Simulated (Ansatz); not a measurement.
A run of Ansatz 0.2.0 is set up as follows.

File input.yaml:

```yaml
crystal:
  lattice:
    - [2.938, 0.0, 0.0]
    - [-1.469, 2.5443826363, 0.0]
    - [0.0, 0.0, 2.883]
  atoms:
    - { symbol: Ta, position: [0.0, 0.0, 0.5] }
    - { symbol: "N", position: [0.6666666667, 0.3333333333, 0.0] }
kpoints:
  mp_grid: { grid: [10, 10, 9] }
  band_path:
    path:
      - [0.0, 0.0, 0.0]
      - [0.5, 0.0, 0.0]
      - [0.3333333333, 0.3333333333, 0.0]
      - [0.0, 0.0, 0.0]
      - [0.0, 0.0, 0.5]
      - [0.5, 0.0, 0.5]
      - [0.3333333333, 0.3333333333, 0.5]
      - [0.0, 0.0, 0.5]
    npoints: 12
scf:
  occupations: { method: fermi_dirac, width: 0.05 }
hamiltonian:
  xc: pbesol
  pseudopotentials: { kind: all_electron, lapw: { basis_error: 0.001 } }
output:
  forces: true
  stress: true
  eigenvalues: true
```

Potentials or basis: all-electron LAPW, scalar-relativistic.

The run is started by

```bash
$ ansatz run input.yaml --threads 1 --pin off --max-ram 3072MiB --backend cpu --events-out ev --progress --plain --runs-dir out
```

Question: What does it give for the pressure?

Answer: -4.8 GPa.

Question: What does it give for the band gap along the path?

Answer: None (metal or under the smearing width).

Levels at the corners of the path, in eV from the Fermi level:
```
point  band 22  band 23  band 24  band 25  band 26  band 27  band 28  band 29
    Γ    -4.61    -4.61    -4.26    -2.95     2.16     3.54     3.54     3.94
    M    -8.35    -5.24    -3.54    -3.20     2.95     3.99     5.15     5.26
    K    -7.62    -5.77    -5.20     0.10     0.99     1.52     2.43     7.52
    Γ    -4.61    -4.61    -4.26    -2.95     2.16     3.54     3.54     3.94
    A    -9.41    -3.78    -3.78    -0.15    -0.15     2.38     3.25     3.25
    L    -7.38    -6.24    -5.74    -0.39     4.11     5.32     6.03     7.05
    H    -8.29    -6.61    -3.93    -0.40     4.42     5.01     6.68     7.52
    A    -9.41    -3.78    -3.78    -0.15    -0.15     2.38     3.25     3.25
```

Caveat: spin-orbit coupling is left out, which moves the levels of the heavy elements.
